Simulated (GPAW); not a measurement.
The system is K.

```xyz
1
Lattice="-2.6976 2.6976 2.6976 2.6976 -2.6976 2.6976 2.6976 2.6976 -2.6976" Properties=species:S:1:pos:R:3 pbc="T T T"
K     0.0000    0.0000    0.0000
```

Base run:

* Program: GPAW 26.7.0
* Functional: revPBE
* Dispersion: D3(BJ)
* Potentials or basis: the program's PAW data sets (release 1.2.1) made for this functional
* Cutoff: 600 eV
* Basis: pw
* k mesh: 7 × 7 × 7
* Occupations: gaussian, width 0.05 eV
* Spin: no spin polarisation

Its results: band gap on the k mesh none (metal or under the smearing width); pressure -0.4 GPa.

Problem. The run is repeated on the same cell with these changes: functional from revPBE to RPBE; dispersion from D3(BJ) to none. What comes out?

Solution. Band gap on the k mesh none (metal or under the smearing width); pressure 0.1 GPa.

Several settings changed at once, so the effect can't be laid on one alone.

Caveats: pairwise dispersion overbinds metals, which lowers pressure and volume (some runs).
